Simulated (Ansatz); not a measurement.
# WC in Ansatz: convergence with k mesh

Input of the first run (k mesh 3 × 3 × 3); the others differ in this setting and in those tied to it:

Contents of input.yaml:

```yaml
crystal:
  lattice:
    - [0.0, 2.192684, 2.192684]
    - [2.192684, 0.0, 2.192684]
    - [2.192684, 2.192684, 0.0]
  atoms:
    - { symbol: W, position: [-0.017418, -0.004818, 0.002798] }
    - { symbol: C, position: [0.517446, 0.505944, 0.486775] }
hamiltonian:
  xc: r2scan
  pseudopotentials: { kind: paw }
kpoints:
  mp_grid: { grid: [3, 3, 3] }
scf:
  occupations: { method: gaussian, width: 0.05 }
output:
  forces: true
  stress: true
  eigenvalues: true
```

Potentials or basis: Ansatz PAW.

The run is started by

```console
$ ansatz run input.yaml --threads 2 --pin off --max-ram 5632MiB --backend cpu --events-out ev --progress --plain --runs-dir out
```

The cell isn't the ideal one: atoms moved at random, drawn with an rms of 0.05 Å.

The cell comes from a database or a generator and needn't be the stable form of this composition.

Hardware: 2 threads of Arm Neoverse V2, on a shared host.

```csv
k mesh,"energy less the tightest run, at zero smearing (meV/atom)",pressure (GPa),largest force (eV/Å),SCF cycles,CPU time (s),peak memory (GiB)
3 × 3 × 3,366.70,4.34,0.893,10,2.9,0.32
4 × 4 × 4,-55.26,-4.61,0.925,7,3.3,0.33
5 × 5 × 5,-16.89,-3.99,0.940,6,5.3,0.36
6 × 6 × 6,32.77,-2.61,0.797,7,6.2,0.38
8 × 8 × 8,6.41,-3.11,0.551,7,17,0.47
9 × 9 × 9,10.25,-3.07,0.547,7,17,0.48
12 × 12 × 12,-3.30,-3.46,0.713,7,38,0.67
14 × 14 × 14,1.96,-3.34,0.676,7,60,0.86
17 × 17 × 17,0.00,-3.37,0.664,7,100,1.3
```

Against the tightest run, the pressure stays within 0.1 GPa from 12 × 12 × 12 on. Not settled before the last step: the energy (to 1 meV/atom), the largest force (to 0.005 eV/Å). Meshes of other sizes hit other points, so gaps and Fermi surfaces needn't settle smoothly. The tightest run that finished is the yardstick and may itself not be fully converged.

Caveat, for the tightest run too: the PAW data sets come from PBE, with cores solved anew for the run's functional, which leaves a small shift of forces and pressure. Spin-orbit coupling is left out, which matters for the levels of W.
